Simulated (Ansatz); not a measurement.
# Ti, Ti8O defect cell: relaxing cell and atoms, part 2 of 2

Aim: for Ti, Ti8O defect cell, 2 runs in a chain (relaxing cell and atoms).

Ansatz 0.2.0; DFT PBEsol, scalar-relativistic, plane waves, PAW.

### Step 3. Relaxing cell and atoms: Ti8O defect cell

input.yaml

```yaml
crystal:
  lattice:
    - [5.9, 0.0, 0.0]
    - [-2.95, 5.1095498824, 0.0]
    - [0.0, 0.0, 4.68]
  atoms:
    - { symbol: Ti, position: [0.1666666667, 0.3333333333, 0.25] }
    - { symbol: Ti, position: [0.3333333333, 0.1666666667, 0.75] }
    - { symbol: Ti, position: [0.1666666667, 0.8333333333, 0.25] }
    - { symbol: Ti, position: [0.3333333333, 0.6666666667, 0.75] }
    - { symbol: Ti, position: [0.6666666667, 0.3333333333, 0.25] }
    - { symbol: Ti, position: [0.8333333333, 0.1666666667, 0.75] }
    - { symbol: Ti, position: [0.6666666667, 0.8333333333, 0.25] }
    - { symbol: Ti, position: [0.8333333333, 0.6666666667, 0.75] }
    - { symbol: O, position: [0.0, 0.0, 0.0] }
scf:
  occupations: { method: gaussian, width: 0.1 }
output:
  forces: true
  stress: false
  eigenvalues: true
hamiltonian:
  xc: pbesol
kpoints:
  mp_grid: { grid: [8, 8, 10] }
relax:
  f_tol: 0.01
  max_steps: 60
  cell: { stress_tol: 0.03 }
```

Launch:

```sh
ansatz run input.yaml --threads 4 --pin off --max-ram 8192MiB --backend cpu --events-out ev --progress --plain --runs-dir out
```

Log:

```text
Warning: RAYON_NUM_THREADS=4 ignored (pool sized by the plan → 4); use --threads N
Engine: ansatz 0.2.0, x86_64-unknown-linux-gnu
Pseudopotentials: kind: paw
Pseudopotential: Ti, paw, valence charge 12, recommended cutoff 420 eV (normal), Ti.paw.azcp
Pseudopotential: O, paw, valence charge 6, recommended cutoff 420 eV (normal), O.paw.azcp
Functional definition: PBEsol
  exchange = pbesol_x
  correlation = pbesol_c
Crystal: 9 atoms, lattice volume = 141.085 Å³
Basis set: ecut = 420 eV, 2763 PW (Γ), exchange–correlation on 80×80×64 points (8 copies of the dense FFT grid, shifted against one another)
Bands: 62, of which v1, the nominal top of the filled ones, is band 51 counted from 1 (50 counted from 0)
Symmetry: 12 space group operations
Space group: P-3m1 (ITA 164), of the structure as read, at distance tolerance 5.2e-5 Å
k-points: 80 of 640
Non-local potential: Ti, projectors of the file, l = 0: 3, l = 1: 2, l = 2: 3, l = 3: 1
Non-local potential: O, projectors of the file, l = 0: 2, l = 1: 2, l = 2: 1
PAW form: soft (Blöchl's): semilocal exchange-correlation on the pseudo side does not see the compensation charge
PAW frozen core: Ti, regenerated for the run's functional, and the local potential with it (the file was generated under x = pbe(κ = 0.804, μ = 0.2195149727645171), c = pbe(β = 0.06672455060314922))
PAW frozen core: O, regenerated for the run's functional, and the local potential with it (the file was generated under x = pbe(κ = 0.804, μ = 0.2195149727645171), c = pbe(β = 0.06672455060314922))
PAW one-centre angular grid: Ti, 590 points (default); XC on 64 Gauss nodes
PAW one-centre angular grid: O, 110 points (default); XC on 64 Gauss nodes
Initial density: superposition of atomic densities (neutral atoms: chi_scale 0, normalization atom), corrected by the library's trained network
Initial wavefunctions: pseudopotential atomic-orbital guess
Functional: x = pbesol(κ = 0.804, μ = 0.12345679012345678), c = pbesol(β = 0.046)
SCF iter   1: F=—  HF=-20355.402464 eV  |F-HF|=—  |Δ(HF+E_count)|=         —  Δρ=1.00e-2  dr2=1.51e-1  ethr=1.77e-3  ⟨swp⟩=6.4  Hψ=20118  notcnv=0
preconditioner: auto → Kerker (q_TF=auto, 2.585 Å⁻¹)  [metal: Δε(μ)=0.002 eV  Ē_g=3.359 eV  σ=0.100 eV  W_gap=0.01  n_scr=44 (ndim 8)  ℏωp=18.8 eV  f_vac=0.000  D(μ)=7.28/eV (n_scr^D=70)]
SCF iter   2: F=—  HF=-20355.374256 eV  |F-HF|=—  |Δ(HF+E_count)|=   2.82e-2  Δρ=4.14e-3  dr2=2.68e-2  ethr=1.48e-4  ⟨swp⟩=2.0  Hψ=7715  notcnv=0  defer=148
SCF iter   3: F=—  HF=-20355.368343 eV  |F-HF|=—  |Δ(HF+E_count)|=   5.91e-3  Δρ=8.75e-4  dr2=1.69e-3  ethr=2.63e-5  ⟨swp⟩=2.0  Hψ=6029  notcnv=0  defer=148
SCF iter   4: F=—  HF=-20355.368074 eV  |F-HF|=—  |Δ(HF+E_count)|=   2.69e-4  Δρ=3.86e-4  dr2=3.00e-4  ethr=1.66e-6  ⟨swp⟩=2.0  Hψ=6337  notcnv=0  defer=148
SCF iter   5: F=—  HF=-20355.368004 eV  |F-HF|=—  |Δ(HF+E_count)|=   7.06e-5  Δρ=1.01e-4  dr2=2.38e-5  ethr=2.94e-7  ⟨swp⟩=2.0  Hψ=6312  notcnv=0  defer=148
SCF iter   6: F=—  HF=-20355.367939 eV  |F-HF|=—  |Δ(HF+E_count)|=   6.50e-5  Δρ=3.48e-5  dr2=2.06e-6  ethr=2.34e-8  ⟨swp⟩=2.0  Hψ=6444  notcnv=0  defer=147
SCF iter   7: F=—  HF=-20355.367938 eV  |F-HF|=—  |Δ(HF+E_count)|=   2.78e-7  Δρ=9.71e-6  dr2=1.54e-7  ethr=2.02e-9  ⟨swp⟩=2.0  Hψ=6337  notcnv=0  defer=147
SCF iter   8: F=-20355.367938 eV  HF=-20355.367938 eV  |F-HF|=6.06e-9  |Δ(HF+E_count)|=   3.37e-8  Δρ=2.22e-6  dr2=9.86e-9  ethr=9.80e-11  ⟨swp⟩=9.6  Hψ=17330  notcnv=0
SCF 1 converged in 8 iterations: F = -20355.367938 eV  dr2 = 9.86e-9
relax step   1: F+E_penalty+E_count = -20355.36793834 eV  Δ(F+E_penalty+E_count) = +0.000e0 eV  max|allowed force component| = 3.842e-1 eV/Å  Δτ_max = 0.0000 Å  P = -3.296 GPa  Ω = 141.085 Å³  (8 SCF iters, dr2 threshold 1.00e-7 eV, accepted)
Crystal: 9 atoms, lattice volume = 130.810 Å³
Basis set: ecut = 420 eV, 2595 PW (Γ), exchange–correlation on 80×80×64 points (8 copies of the dense FFT grid, shifted against one another)
Initial density: handed on by an earlier stage of this run
Initial wavefunctions: those handed on with the density
iter 1 solved again at ethr=1.27e-3 eV; its pass at ethr=3.10e-3 eV (dr2=1.29e0 eV) is discarded
SCF iter   1: F=—  HF=-20355.541491 eV  |F-HF|=—  |Δ(HF+E_count)|=         —  Δρ=1.83e-2  dr2=1.30e0  ethr=1.27e-3  ⟨swp⟩=1.0  Hψ=25816  notcnv=0
preconditioner: auto → Kerker (q_TF=auto, 2.617 Å⁻¹)  [metal: Δε(μ)=0.007 eV  Ē_g=3.414 eV  σ=0.100 eV  W_gap=0.04  n_scr=44 (ndim 8)  ℏωp=19.5 eV  f_vac=0.000  D(μ)=6.37/eV (n_scr^D=58)]
SCF iter   2: F=—  HF=-20355.387598 eV  |F-HF|=—  |Δ(HF+E_count)|=   1.54e-1  Δρ=9.38e-3  dr2=4.33e-1  ethr=1.27e-3  ⟨swp⟩=2.0  Hψ=6258  notcnv=0
SCF iter   3: F=—  HF=-20355.294795 eV  |F-HF|=—  |Δ(HF+E_count)|=   9.28e-2  Δρ=2.74e-3  dr2=2.88e-2  ethr=4.24e-4  ⟨swp⟩=2.0  Hψ=7654  notcnv=0  defer=157
SCF iter   4: F=—  HF=-20355.288529 eV  |F-HF|=—  |Δ(HF+E_count)|=   6.27e-3  Δρ=1.03e-3  dr2=1.10e-3  ethr=2.82e-5  ⟨swp⟩=2.0  Hψ=6315  notcnv=0  defer=157
SCF iter   5: F=—  HF=-20355.288302 eV  |F-HF|=—  |Δ(HF+E_count)|=   2.27e-4  Δρ=3.09e-4  dr2=1.76e-4  ethr=1.08e-6  ⟨swp⟩=2.0  Hψ=6089  notcnv=0  defer=157
SCF iter   6: F=—  HF=-20355.288289 eV  |F-HF|=—  |Δ(HF+E_count)|=   1.29e-5  Δρ=6.22e-5  dr2=7.54e-6  ethr=1.73e-7  ⟨swp⟩=2.0  Hψ=6347  notcnv=0  defer=157
SCF iter   7: F=-20355.288288 eV  HF=-20355.288288 eV  |F-HF|=2.53e-7  |Δ(HF+E_count)|=   9.02e-7  Δρ=1.37e-5  dr2=3.29e-7  ethr=8.82e-10  ⟨swp⟩=9.9  Hψ=20483  notcnv=0
SCF 2 converged in 7 iterations: F = -20355.288288 eV  dr2 = 3.29e-7
relax step   2: F+E_penalty+E_count = -20355.28828775 eV  Δ(F+E_penalty+E_count) = +7.965e-2 eV  max|allowed force component| = 4.417e-1 eV/Å  Δτ_max = 0.0762 Å  P = +7.137 GPa  Ω = 130.810 Å³  energy of the carried Pulay correction = +6.427e-3 eV  (7 SCF iters, dr2 threshold 9.00e-7 eV, rejected (line search))
Crystal: 9 atoms, lattice volume = 137.412 Å³
Basis set: ecut = 420 eV, 2691 PW (Γ), exchange–correlation on 80×80×64 points (8 copies of the dense FFT grid, shifted against one another)
iter 1 solved again at ethr=6.12e-4 eV; its pass at ethr=3.10e-3 eV (dr2=6.24e-1 eV) is discarded
SCF iter   1: F=—  HF=-20355.568330 eV  |F-HF|=—  |Δ(HF+E_count)|=         —  Δρ=1.23e-2  dr2=6.25e-1  ethr=6.12e-4  ⟨swp⟩=1.0  Hψ=27614  notcnv=0
preconditioner: auto → Kerker (q_TF=auto, 2.596 Å⁻¹)  [metal: Δε(μ)=0.015 eV  Ē_g=3.439 eV  σ=0.100 eV  W_gap=0.09  n_scr=44 (ndim 8)  ℏωp=19.0 eV  f_vac=0.000  D(μ)=6.87/eV (n_scr^D=70)]
SCF iter   2: F=—  HF=-20355.501670 eV  |F-HF|=—  |Δ(HF+E_count)|=   6.67e-2  Δρ=5.83e-3  dr2=1.84e-1  ethr=6.12e-4  ⟨swp⟩=2.0  Hψ=5628  notcnv=0
SCF iter   3: F=—  HF=-20355.465497 eV  |F-HF|=—  |Δ(HF+E_count)|=   3.62e-2  Δρ=1.76e-3  dr2=1.40e-2  ethr=1.81e-4  ⟨swp⟩=2.0  Hψ=6858  notcnv=0  defer=3
SCF iter   4: F=—  HF=-20355.462348 eV  |F-HF|=—  |Δ(HF+E_count)|=   3.15e-3  Δρ=8.72e-4  dr2=7.48e-4  ethr=1.37e-5  ⟨swp⟩=2.0  Hψ=6324  notcnv=0  defer=3
SCF iter   5: F=—  HF=-20355.462161 eV  |F-HF|=—  |Δ(HF+E_count)|=   1.87e-4  Δρ=2.16e-4  dr2=9.58e-5  ethr=7.34e-7  ⟨swp⟩=2.0  Hψ=6240  notcnv=0  defer=3
SCF iter   6: F=—  HF=-20355.462090 eV  |F-HF|=—  |Δ(HF+E_count)|=   7.11e-5  Δρ=5.08e-5  dr2=4.76e-6  ethr=9.40e-8  ⟨swp⟩=2.0  Hψ=6296  notcnv=0  defer=3
SCF iter   7: F=—  HF=-20355.462089 eV  |F-HF|=—  |Δ(HF+E_count)|=   7.46e-7  Δρ=1.30e-5  dr2=2.71e-7  ethr=4.67e-9  ⟨swp⟩=2.0  Hψ=6374  notcnv=0  defer=4
SCF iter   8: F=—  HF=-20355.462089 eV  |F-HF|=—  |Δ(HF+E_count)|=   4.45e-8  Δρ=3.15e-6  dr2=1.69e-8  ethr=2.66e-10  ⟨swp⟩=3.0  Hψ=8864  notcnv=0  defer=5
SCF iter   9: F=—  HF=-20355.462089 eV  |F-HF|=—  |Δ(HF+E_count)|=   3.45e-9  Δρ=1.05e-6  dr2=3.03e-9  ethr=1.66e-11  ⟨swp⟩=2.0  Hψ=6244  notcnv=0  defer=5
SCF iter  10: F=—  HF=-20355.462089 eV  |F-HF|=—  |Δ(HF+E_count)|=  3.02e-10  Δρ=2.13e-7  dr2=8.35e-11  ethr=2.97e-12  ⟨swp⟩=2.0  Hψ=5601  notcnv=0  defer=5
SCF iter  11: F=-20355.462089 eV  HF=-20355.462089 eV  |F-HF|=3.64e-12  |Δ(HF+E_count)|=  1.46e-11  Δρ=4.67e-8  dr2=3.36e-12  ethr=1.00e-12  ⟨swp⟩=9.5  Hψ=18364  notcnv=0
SCF 3 converged in 11 iterations: F = -20355.462089 eV  dr2 = 3.36e-12
relax step   3: F+E_penalty+E_count = -20355.46208924 eV  Δ(F+E_penalty+E_count) = -9.415e-2 eV  max|allowed force component| = 1.349e-1 eV/Å  Δτ_max = 0.0333 Å  P = -0.096 GPa  Ω = 137.412 Å³  energy of the carried Pulay correction = +2.243e-3 eV  (11 SCF iters, accepted)
[... 10 lines left out ...]
relax step   4: F+E_penalty+E_count = -20355.46622132 eV  Δ(F+E_penalty+E_count) = -4.132e-3 eV  max|allowed force component| = 4.462e-2 eV/Å  Δτ_max = 0.0233 Å  P = -0.142 GPa  Ω = 137.474 Å³  energy of the carried Pulay correction = +2.204e-3 eV  (6 SCF iters, dr2 threshold 9.00e-7 eV, accepted)
[... 11 lines left out ...]
relax step   5: F+E_penalty+E_count = -20355.46718796 eV  Δ(F+E_penalty+E_count) = -9.666e-4 eV  max|allowed force component| = 9.564e-3 eV/Å  Δτ_max = 0.0058 Å  P = +0.060 GPa  Ω = 137.278 Å³  energy of the carried Pulay correction = +2.326e-3 eV  (6 SCF iters, dr2 threshold 2.73e-7 eV, accepted)
[... 11 lines left out ...]
relax step   6: F+E_penalty+E_count = -20355.46722608 eV  Δ(F+E_penalty+E_count) = -3.813e-5 eV  max|allowed force component| = 2.203e-3 eV/Å  Δτ_max = 0.0017 Å  P = +0.004 GPa  Ω = 137.330 Å³  energy of the carried Pulay correction = +2.293e-3 eV  (6 SCF iters, dr2 threshold 4.37e-8 eV, accepted)
Initial wavefunctions: pseudopotential atomic-orbital guess (no wavefunctions were taken with the density)
iter 1 solved again at ethr=6.12e-7 eV; its pass at ethr=3.10e-3 eV (dr2=6.24e-4 eV) is discarded
SCF iter   1: F=—  HF=-20355.465290 eV  |F-HF|=—  |Δ(HF+E_count)|=         —  Δρ=8.41e-5  dr2=1.42e-6  ethr=6.12e-7  ⟨swp⟩=3.1  Hψ=30188  notcnv=0
preconditioner: auto → Kerker (q_TF=auto, 2.596 Å⁻¹)  [metal: Δε(μ)=0.004 eV  Ē_g=3.391 eV  σ=0.100 eV  W_gap=0.02  n_scr=44 (ndim 8)  ℏωp=19.0 eV  f_vac=0.000  D(μ)=6.86/eV (n_scr^D=70)]
SCF iter   2: F=—  HF=-20355.465254 eV  |F-HF|=—  |Δ(HF+E_count)|=   3.59e-5  Δρ=4.10e-5  dr2=3.42e-7  ethr=1.39e-9  ⟨swp⟩=2.0  Hψ=6748  notcnv=0
SCF iter   3: F=—  HF=-20355.465254 eV  |F-HF|=—  |Δ(HF+E_count)|=   2.77e-7  Δρ=1.17e-5  dr2=2.58e-8  ethr=3.35e-10  ⟨swp⟩=2.0  Hψ=5280  notcnv=0
SCF iter   4: F=—  HF=-20355.465254 eV  |F-HF|=—  |Δ(HF+E_count)|=   2.24e-8  Δρ=5.04e-7  dr2=4.05e-10  ethr=2.53e-11  ⟨swp⟩=2.0  Hψ=5421  notcnv=0
SCF iter   5: F=—  HF=-20355.465254 eV  |F-HF|=—  |Δ(HF+E_count)|=  4.73e-11  Δρ=1.24e-7  dr2=5.28e-11  ethr=1.00e-12  ⟨swp⟩=1.4  Hψ=5027  notcnv=0
SCF iter   6: F=-20355.465254 eV  HF=-20355.465254 eV  |F-HF|=0.00e0  |Δ(HF+E_count)|=  1.09e-11  Δρ=5.40e-8  dr2=4.85e-12  ethr=1.00e-12  ⟨swp⟩=4.8  Hψ=15333  notcnv=0
SCF 7 converged in 6 iterations: F = -20355.465254 eV  dr2 = 4.85e-12
relax step   7: F+E_penalty+E_count = -20355.46525398 eV  Δ(F+E_penalty+E_count) = +1.972e-3 eV  max|allowed force component| = 2.205e-3 eV/Å  Δτ_max = 0.0000 Å  P = -0.018 GPa  Ω = 137.330 Å³  stress off target by 2.52e-2 GPa  SCF on the basis re-selected at this cell (its energy is not comparable with the rows above)  (6 SCF iters)
basis re-selected at this cell: Δ(F+E_penalty+E_count) = +1.972e-3 eV, ΔP = -0.022 GPa vs the last step (what re-selecting the basis moved, of the pressure what is left beyond the Pulay correction that the steps carried, after the strain that the cell walked since its last selection, with what the two solves' SCF thresholds leave and, on support functions, any second-order correction that the steps lacked; it is no measure of the basis error at this ecutwfc). This SCF's stress stands 2.52e-2 GPa from its target on what of the cell is left free (relax.cell.stress_tol is 3.00e-2 GPa) and its largest allowed force component is 2.20e-3 eV/Å (relax.f_tol is 1.00e-2 eV/Å): within both
SCF converged after 6 iterations
Free energy (F): -20355.465254 eV
Harris-Foulkes:  -20355.465254 eV  (|F-HF|=0.00e0)
Internal energy: -20355.430931 eV  (E = F + TS)
E sigma→0 (E₀):  -20355.448092 eV
Entropy (-TS):   -0.034323 eV (-3.814 meV/atom)
Fermi energy:    14.035865 eV
--- Per-component energies (eV) ---
  E_band       = -1180.163768
  E_kinetic    = 2360.786533
  E_local      = -6671.006204  (includes V_loc(G=0)·N_el)
  E_nonlocal   = 120.767991
  E_hartree    = 2739.040273
  E_xc         = -849.900709
  E_vxc        = -1070.225811  (∫ρ·V_xc dr)
  E_paw        = -8331.757787  (= ΣΔE_a)
  E_vpaw       = -1398.570108  (= ΣTr[D̂ρ^β])
  E_aug_tail   = 0.003234  (compensation charges beyond the density's cutoff)
  E_ewald      = -9724.514626
  E_core_change = 1.150362  (= ΣΔE_core)
  E_smearing   = -0.034323  (= −TS)
  E_closure    = 0.000000  (closes the sum)
  Σ components = -20355.465254   (vs F -20355.465254, Δ=0.00e0)
--- Forces (eV/Å), atoms counted from 1 ---
  atom   1  Ti     0.00000000     0.00005054    -0.00202300
  atom   2  Ti     0.00004377     0.00002527     0.00202300
  atom   3  Ti     0.00004377    -0.00002527    -0.00202300
  atom   4  Ti     0.00000000     0.00000000    -0.00220465
  atom   5  Ti     0.00000000    -0.00000000     0.00220465
  atom   6  Ti    -0.00004377     0.00002527     0.00202300
  atom   7  Ti    -0.00004377    -0.00002527    -0.00202300
  atom   8  Ti    -0.00000000    -0.00005054     0.00202300
  atom   9  O      0.00000000    -0.00000000    -0.00000000
  max |Σ_I F_I| component: 2.78e-17 eV/Å
--- Stress (GPa, compression-positive) ---
       -0.025200      -0.000000       0.000000
        0.000000      -0.025200       0.000000
        0.000000       0.000000      -0.004878
  P = ⅓ Tr σ = -0.0184 GPa (-0.184 kbar)
--- Band table (eV; the first three rows and the last of 80) ---
  k-point 0: bands = ["-42.5483", "-42.4318", "-42.4318", "-42.4225", "-42.3839", "-42.3839", "-42.3246", "-42.2993", "-19.4087", "-19.1618", "-19.0945", "-19.0945", "-19.0787", "-18.9920", "-18.9920", "-18.9687", "-18.9687", "-18.8480", "-18.7466", "-18.7336", "-18.7336", "-18.7284", "-18.7284", "-18.6299", "-18.5954", "-18.5954", "-18.5718", "-18.5233", "-18.5233", "-18.5028", "-18.4724", "-18.4724", "-6.6802", "6.7626", "6.7626", "6.7707", "8.3560", "11.5216", "11.7677", "11.7677", "11.8159", "12.1635", "12.1635", "12.3237", "12.3237", "12.4021", "12.8864", "13.4097", "13.4097", "14.3102", "14.5204", "14.6302", "14.6302", "14.7546", "14.7699", "14.7699", "14.8819", "15.1650", "15.1650", "15.2045", "15.2045", "15.6749"]
  k-point 1: bands = ["-42.5450", "-42.4307", "-42.4307", "-42.4247", "-42.3850", "-42.3850", "-42.3249", "-42.3002", "-19.4016", "-19.1618", "-19.1210", "-19.1210", "-19.0866", "-18.9912", "-18.9912", "-18.9529", "-18.9529", "-18.8355", "-18.7425", "-18.7316", "-18.7316", "-18.7163", "-18.7163", "-18.6236", "-18.5950", "-18.5950", "-18.5760", "-18.5252", "-18.5252", "-18.5217", "-18.4744", "-18.4744", "-6.6794", "6.7452", "6.7628", "6.7628", "8.4581", "11.4485", "11.8016", "11.8016", "11.8958", "11.9740", "11.9740", "12.3724", "12.5600", "12.5600", "12.9724", "13.3058", "13.3058", "14.1408", "14.5747", "14.7026", "14.7214", "14.7214", "14.7809", "14.7809", "14.9324", "15.1373", "15.1373", "15.1749", "15.1749", "15.7529"]
  k-point 2: bands = ["-42.5355", "-42.4315", "-42.4273", "-42.4273", "-42.3884", "-42.3884", "-42.3253", "-42.3028", "-19.3867", "-19.1595", "-19.1595", "-19.1476", "-19.1125", "-19.0340", "-19.0340", "-18.8912", "-18.8912", "-18.8000", "-18.7307", "-18.7203", "-18.7203", "-18.6966", "-18.6966", "-18.6113", "-18.5954", "-18.5954", "-18.5882", "-18.5752", "-18.5290", "-18.5290", "-18.4804", "-18.4804", "-6.6772", "6.6874", "6.7634", "6.7634", "8.7407", "11.3094", "11.7714", "11.7714", "11.9020", "11.9020", "11.9515", "12.3965", "12.8521", "12.8521", "13.1293", "13.1293", "13.1635", "13.8648", "14.5558", "14.7147", "14.7147", "14.7357", "14.8990", "14.8990", "14.9011", "15.0778", "15.0778", "15.2116", "15.2116", "15.9714"]
  k-point 79: bands = ["-42.4499", "-42.4444", "-42.4366", "-42.4341", "-42.4115", "-42.4089", "-42.3221", "-42.3204", "-19.2194", "-19.1155", "-19.1006", "-19.0496", "-19.0308", "-18.9903", "-18.9799", "-18.9544", "-18.9285", "-18.8514", "-18.7728", "-18.7229", "-18.7228", "-18.6785", "-18.6675", "-18.6542", "-18.6304", "-18.6288", "-18.6086", "-18.6044", "-18.5814", "-18.5798", "-18.5691", "-18.5652", "-6.6542", "6.7544", "6.7937", "6.8038", "11.1508", "11.2182", "11.4998", "11.5373", "11.7362", "12.2940", "12.6992", "13.1183", "13.1992", "13.3642", "13.3653", "13.4097", "13.5181", "13.5567", "13.5569", "13.8560", "13.8769", "13.9975", "14.2186", "14.2567", "14.7007", "14.7773", "14.9399", "15.3892", "15.5297", "15.5641"]
--- Relaxed structure (6 steps of the walk, 5 accepted, 1 SCFs on fresh bases) ---
  F+E_penalty+E_count = -20355.46525398 eV   max|allowed force component| = 2.205e-3 eV/Å   (the final SCF, on the basis selected at the relaxed cell)
  cell:  # Å, volume = 137.3304 Å³
    - [5.826522606776811, 1.455149905833261e-34, -2.0372098681665656e-33]
    - [-2.9132613033884054, 5.0459165931930485, -2.7153001350302183e-18]
    - [0.0, -2.4870301542220873e-18, 4.671080234337683]
  atoms:
    - { symbol: Ti, position: [0.16727352196348338, 0.33454704392696677, 0.25635956759427775] }
    - { symbol: Ti, position: [0.33454704392696677, 0.16727352196348338, 0.7436404324057223] }
    - { symbol: Ti, position: [0.16727352196348327, 0.8327264780365163, 0.25635956759427775] }
    - { symbol: Ti, position: [0.33333333333333326, 0.6666666666666666, 0.7387783830690002] }
    - { symbol: Ti, position: [0.6666666666666666, 0.33333333333333326, 0.26122161693099977] }
    - { symbol: Ti, position: [0.8327264780365167, 0.16727352196348338, 0.7436404324057223] }
    - { symbol: Ti, position: [0.6654529560730331, 0.8327264780365163, 0.25635956759427775] }
    - { symbol: Ti, position: [0.8327264780365164, 0.6654529560730331, 0.7436404324057223] }
    - { symbol: O, position: [-2.6957704007501035e-20, -5.1873596014102125e-20, 1.4157435775570454e-20] }
```

Run time: 32 s. Hardware: 4 threads of AMD EPYC 9R45 (Zen 5), shared host; peak memory 0.93 GiB.

Relaxation path:

```
step  energy from step 1 (eV/cell)  largest force component (eV/Å)  pressure (GPa)  volume (Å³)
   1                        0.0000                          0.3842           -3.30       141.08
   2                        0.0796                          0.4417            7.14       130.81
   3                       -0.0942                          0.1349           -0.10       137.41
   4                       -0.0983                          0.0446           -0.14       137.47
   5                       -0.0992                          0.0096            0.06       137.28
   6                       -0.0993                          0.0022            0.00       137.33
   7                       -0.0973                          0.0022           -0.02       137.33
```

Step 1 is the start. Step 7 repeats the geometry before it on a plane-wave basis chosen anew for that cell, so its energy need not be comparable with the rows above. Step 2 was tried and not accepted.

|  | before | after | change |
| --- | --- | --- | --- |
| a (Å) | 5.900 | 5.827 | -1.2 % |
| b (Å) | 5.900 | 5.827 | -1.2 % |
| c (Å) | 4.680 | 4.671 | -0.2 % |
| volume (Å³/atom) | 15.68 | 15.26 | -2.7 % |
| shortest distance (Å) | 2.066 | 2.070 | +0.2 % |
| space group (0.01 Å) | P-3m1 | P-3m1 | same |

Forces and stress were held to the start's 12 operations: a distortion of lower symmetry was not tested.

### Step 4. Summary of results

What follows sums up all 2 parts.

| step | system | energy (eV) | gap on the mesh (eV) | time |
| --- | --- | --- | --- | --- |
| 2 | Ti | -19791.172 | 0.00 | 18 s |
| 3 | Ti8O defect cell | -20355.448 | 0.00 | 32 s |

Totals of different systems or levels have different zeros; only balanced differences at one level mean anything.

| quantity | value |
| --- | --- |
| relaxed cell, step 2 (conventional) | a = 2.901 Å, b = 2.901 Å, c = 4.588 Å, α = 90.00°, β = 90.00°, γ = 120.00° |

**Reading.** Measured lattice constant a of Ti: 2.9536 Å (298 K; “Impact of oxygen ordering on titanium lattice parameters”, 2024, arxiv:2402.07147). This calculation gives 2.901 Å (-1.8 %). 4 values of this kind are on record (2.9536 to 2.9646 Å); this one was drawn at random, colder ones first, those with a stated uncertainty first. A measured lattice constant c of Ti is 4.685 Å (298 K; “Impact of oxygen ordering on titanium lattice parameters”, 2024, arxiv:2402.07147); the calculated 4.588 Å misses it by -2.1 %. 4 values of this kind are on record (4.685 to 4.7036 Å); this one was drawn at random, colder ones first, those with a stated uncertainty first. That is the cell relaxed with PBEsol, without thermal expansion or zero-point motion. The final runs have no spin polarisation, so no magnetic state was tried and one may lie lower.
